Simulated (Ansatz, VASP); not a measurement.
## Ir: VASP beside Ansatz

```
CELL_PARAMETERS angstrom
4.87740 0.00000 0.00000
0.00000 4.87740 0.00000
0.00000 0.00000 4.87740
ATOMIC_POSITIONS crystal
Ir 0.50000 0.50000 0.50000
Ir 0.00000 0.00000 0.00000
Ir 0.25000 0.00000 0.50000
Ir 0.50000 0.25000 0.00000
Ir 0.50000 0.75000 0.00000
Ir 0.75000 0.00000 0.50000
Ir 0.00000 0.50000 0.75000
Ir 0.00000 0.50000 0.25000
```

Alike in both runs: task relaxation of cell and atoms; functional r2SCAN; k mesh 4 × 4 × 4; occupations gaussian, width 0.1 eV; no spin polarisation.

|  | VASP | Ansatz |
| --- | --- | --- |
| version | VASP 6.6.1 | Ansatz 0.2.0 |
| potentials or method | VASP PAW PBE potentials, release 64 (Ir) | scalar-relativistic, plane waves, PAW |
| plane-wave cutoff (eV) | 600 | 500 |
| valence electrons in the cell | 72 | 136 |

|  | VASP | Ansatz | Ansatz less VASP |
| --- | --- | --- | --- |
| gap on the k mesh at the Fermi level, each at its own relaxed structure (eV) | none | none | - |
| relaxed volume (Å³/atom) | 14.91 | 14.79 | -0.120 |
| relaxed cell length with the largest relative difference (Å) | 4.923 | 4.909 | -0.0133 |
| energy change over the relaxation (meV/atom) | -11 | -6 | +5.2 |

A gap of «none» marks a metal or a gap that the smearing closes. The two sets of potentials don't hold the same shells in valence.

Caveats: the PAW data sets were made with another functional, which shifts forces and pressure a little (VASP). The runs have no spin-orbit coupling, so splittings on Ir are missing.
